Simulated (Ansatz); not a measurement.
# InSe: the cost of one run

Program: Ansatz 0.2.0. Level of theory: DFT PBEsol, scalar-relativistic, plane waves, PAW. These are calculated values, not measurements.

2 further runs of the same task are left out: 2 set aside as unsound or not needed.

### 1 Starting point

It takes space group C2/m (No. 12, monoclinic). Conventional cell: a = 11.750 Å, b = 4.111 Å, c = 4.564 Å, α = 90.00°, β = 110.64°, γ = 90.00°. In (site symmetry m) has 3 Se at 2.67 to 2.70 Å and 1 In at 2.79 Å as nearest neighbours. Se (site symmetry m) is surrounded by 3 In at 2.67 to 2.70 Å.

As a file:

```cif
data_structure
_symmetry_space_group_name_H-M 'P 1'
_symmetry_Int_Tables_number 1
_cell_length_a 6.2241
_cell_length_b 6.2241
_cell_length_c 4.5637
_cell_angle_alpha 109.438
_cell_angle_beta 109.438
_cell_angle_gamma 38.564
_cell_volume 103.13
loop_
_atom_site_label
_atom_site_type_symbol
_atom_site_fract_x
_atom_site_fract_y
_atom_site_fract_z
_atom_site_occupancy
In1 In 0.88580 0.88580 0.02905 1
In2 In 0.11420 0.11420 0.97095 1
Se1 Se 0.65472 0.65472 0.63749 1
Se2 Se 0.34528 0.34528 0.36251 1
```

It is the result of an earlier relaxation at this level (volume 25.78 Å³/atom; gap on the mesh: 0.69 eV).

### 2 Seeking the band edges

input.yaml

```yaml
crystal:
  lattice:
    - [5.874926472, -2.0552742429, -0.0052949026]
    - [5.874926472, 2.0552742429, -0.0052949026]
    - [-1.6051187357, 0.0, 4.2720904339]
  atoms:
    - { symbol: In, position: [0.8858026587, 0.8858026587, 0.0290539292] }
    - { symbol: In, position: [0.1141973413, 0.1141973413, 0.9709460708] }
    - { symbol: Se, position: [0.6547212215, 0.6547212215, 0.6374867796] }
    - { symbol: Se, position: [0.3452787785, 0.3452787785, 0.3625132204] }
basis:
  ecutwfc: 420
kpoints:
  mp_grid: { grid: [8, 8, 6] }
  band_path: { path: [VBM, CBM], npoints: 2 }
hamiltonian:
  xc: pbesol
scf:
  occupations: { method: gaussian, width: 0.02 }
output:
  forces: true
  stress: true
  eigenvalues: true
checkpoint:
  read: start.run
  write: ck
  compress: false
  write_wavefunctions: false
  write_every: 100000
```

The run is started by

```console
ansatz run input.yaml --threads 1 --pin off --max-ram 2560MiB --backend cpu --events-out ev --progress --plain --runs-dir out
```

Q: Estimate wall time and peak memory on 1 thread of Intel Xeon Platinum 8375C at 2.90GHz (Ice Lake), shared host.

About 59 s, with a peak of 0.63 GiB.
